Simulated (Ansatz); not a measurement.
# Property card for MoS$_{2}$

Computed with DFT PBE, scalar-relativistic, plane waves, PAW (Ansatz 0.2.0).

Plane waves to 420 eV, a k mesh through Γ of 12×12×2 on the computed 3-atom cell and Gaussian smearing (0.02 eV); no spin polarisation.

The structure is relaxed at this level of theory with its symmetry kept, and needn't be the ground state of this composition.

Space group P-6m2 (No. 187). a = 3.185 Å, b = 3.185 Å, c = 17.335 Å, α = 90.00°, β = 90.00°, γ = 120.00°
```
atom  site  symmetry       x       y       z
  Mo    1a      -6m2  0.0000  0.0000  0.0000
   S    2h       3m.  0.3333  0.6667  0.0902
```

Q: Formation energy from the elements' standard states (uncorrected)?

A: -0.891 eV/atom.

Q: Kohn–Sham band gap?

A: 1.66 eV.

Q: Orbital (Löwdin) character of the top 1 eV of the valence band?

A: Mo 4d 62 %, S 3p 33 %.

Q: Orbital (Löwdin) character of the lowest 1 eV of the conduction band?

A: Mo 4d 62 %, S 3p 32 %.

Q: Bader charge by site (e)?

A: Mo (1 in the cell) 1.24, S (2 in the cell) -0.62.

The cell holds layers, chains or molecules and no dispersion correction was added, so their binding is poorly described.

A magnetic start lost its moments in a first run, so spin was left out; other magnetic orders weren't tried.

It was relaxed from a Materials Project cell. Kohn–Sham gaps at this level usually fall short of measured ones. Löwdin shares on free-atom orbitals overweight diffuse shells in the empty bands.
